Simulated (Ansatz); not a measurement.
**Molecular dynamics of WC**

Input file:

```yaml
crystal:
  lattice:
    - [-2.8994, -5.021908, 0.0]
    - [4.3491, -2.510954, 0.0]
    - [0.0, 0.0, 5.6546]
  atoms:
    - { symbol: W, position: [0.70098811, 0.4600665, 0.04264491] }
    - { symbol: C, position: [0.43041145, 0.60614103, 0.28344475] }
    - { symbol: W, position: [0.70022634, 0.48190694, 0.50045585] }
    - { symbol: C, position: [0.45929666, 0.61591259, 0.7911692] }
    - { symbol: W, position: [0.4600805, -0.03874483, 0.0282733] }
    - { symbol: C, position: [0.19904651, 0.15830309, 0.23586687] }
    - { symbol: W, position: [0.42466304, -0.00869309, 0.5113211] }
    - { symbol: C, position: [0.19750559, 0.14151422, 0.78310459] }
    - { symbol: W, position: [0.18398795, 0.4712506, -0.00396932] }
    - { symbol: C, position: [-0.03915284, 0.62423035, 0.28635538] }
    - { symbol: W, position: [0.22139771, 0.46286488, 0.53380074] }
    - { symbol: C, position: [-0.06891749, 0.57514118, 0.7553265] }
    - { symbol: W, position: [-0.04494037, -0.04020343, 0.01193898] }
    - { symbol: C, position: [0.70485177, 0.10238866, 0.27899722] }
    - { symbol: W, position: [-0.06308457, -0.04185114, 0.51667457] }
    - { symbol: C, position: [0.68071035, 0.11151578, 0.79376816] }
basis:
  ecutwfc: 420.0
kpoints:
  mp_grid: { grid: [3, 3, 3] }
hamiltonian:
  xc: pbe
  pseudopotentials: { kind: paw, azcp: { folder: soft_1 } }
scf:
  occupations: { method: fermi_dirac, width: 0.3 }
  lower_state_search: "off"
md:
  timestep: 1.5
  n_steps: 240
  ensemble: nvt_langevin
  temperature: 2100.0
  initial_velocities: maxwell_boltzmann
  seed: 126779
  friction: 0.02
```

Run as:

```bash
$ ansatz run input.yaml --threads 2 --pin off --max-ram 5120MiB --backend cpu --events-out ev --progress --plain --runs-dir out
```

It goes on from the last frame of an earlier run, with new velocities.

Output, in part (step lines):

```
md step     0: t =     0.00 fs  T =  1968.8 K  F+E_penalty+E_count = -85092.90218345 eV  E_kin = 4.071690 eV  (9 SCF iters)
md step     1: t =     1.50 fs  T =  1894.2 K  F+E_penalty+E_count = -85092.74050749 eV  E_kin = 3.917427 eV  (7 SCF iters)
md step     2: t =     3.00 fs  T =  1886.3 K  F+E_penalty+E_count = -85092.60576614 eV  E_kin = 3.901206 eV  (7 SCF iters)
md step     3: t =     4.50 fs  T =  1788.8 K  F+E_penalty+E_count = -85092.56906955 eV  E_kin = 3.699542 eV  (6 SCF iters)
md step     4: t =     6.00 fs  T =  1827.2 K  F+E_penalty+E_count = -85092.61267187 eV  E_kin = 3.779023 eV  (6 SCF iters)
md step     5: t =     7.50 fs  T =  1908.7 K  F+E_penalty+E_count = -85092.67342827 eV  E_kin = 3.947445 eV  (6 SCF iters)
md step     6: t =     9.00 fs  T =  2085.0 K  F+E_penalty+E_count = -85092.75947177 eV  E_kin = 4.312187 eV  (6 SCF iters)
md step     7: t =    10.50 fs  T =  2230.1 K  F+E_penalty+E_count = -85092.87106760 eV  E_kin = 4.612190 eV  (6 SCF iters)
[... lines left out ...]
md step   239: t =   358.50 fs  T =  1826.4 K  F+E_penalty+E_count = -85091.62701639 eV  E_kin = 3.777389 eV  (6 SCF iters)
md step   240: t =   360.00 fs  T =  1985.3 K  F+E_penalty+E_count = -85091.96579071 eV  E_kin = 4.105892 eV  (7 SCF iters)
```

The steps, from the saved trajectory:

```
time (fs)  T (K)  potential energy less start (eV)
      0.0   1969                             0.000
     12.0   2384                            -0.098
     24.0   2337                            -0.455
     36.0   1991                            -0.044
     48.0   1753                            -0.855
     60.0   1589                            -0.773
     72.0   1819                            -1.127
     84.0   1936                            -1.368
     96.0   1755                            -0.880
    108.0   2271                            -1.206
    120.0   2382                            -0.792
    132.0   2141                            -1.148
    144.0   1761                             0.556
    156.0   2630                            -0.707
    168.0   1987                             0.209
    180.0   2642                            -0.109
    192.0   2211                             0.006
    204.0   2158                            -0.229
    216.0   2321                            -0.102
    228.0   2187                            -0.331
    240.0   2750                            -1.030
    252.0   2351                            -0.429
    264.0   1883                            -0.478
    276.0   2478                            -0.859
    288.0   1748                             0.264
    300.0   2711                            -0.715
    312.0   2505                             0.274
    324.0   2193                             0.837
    336.0   2228                             0.394
    348.0   2604                            -0.046
    360.0   1985                             0.936
```

All steps were run. The mean temperature of the second half is 10 % above the set value. A run of 0.36 ps of so small a system gives no equilibrium averages. Limits of this set-up: coarse k mesh.

Mean squared displacements from the first frame to the last, about the centre of mass: W 0.03 Å², C 0.08 Å².

Last frame:

```xyz
16
Lattice="-2.8994 -5.0219 0.0000 4.3491 -2.5110 0.0000 0.0000 0.0000 5.6546" Properties=species:S:1:pos:R:3
W 0.061 -4.812 0.065
C 1.602 -4.163 1.770
W -0.007 -4.703 2.970
C 1.495 -3.666 4.535
W -1.414 -2.278 0.260
C 0.140 -1.392 1.709
W -1.296 -2.324 2.981
C 0.047 -1.527 4.417
W 1.504 -2.174 0.244
C 3.043 -1.166 1.506
W 1.675 -2.386 3.013
C 2.893 -1.236 4.144
W -0.089 0.245 0.180
C -1.528 -4.074 1.493
W -0.015 0.369 2.978
C -1.498 -3.744 4.524
```

The run took 41 min on 2 threads of Arm Neoverse V1, with other jobs on the host, peak memory 0.78 GiB.
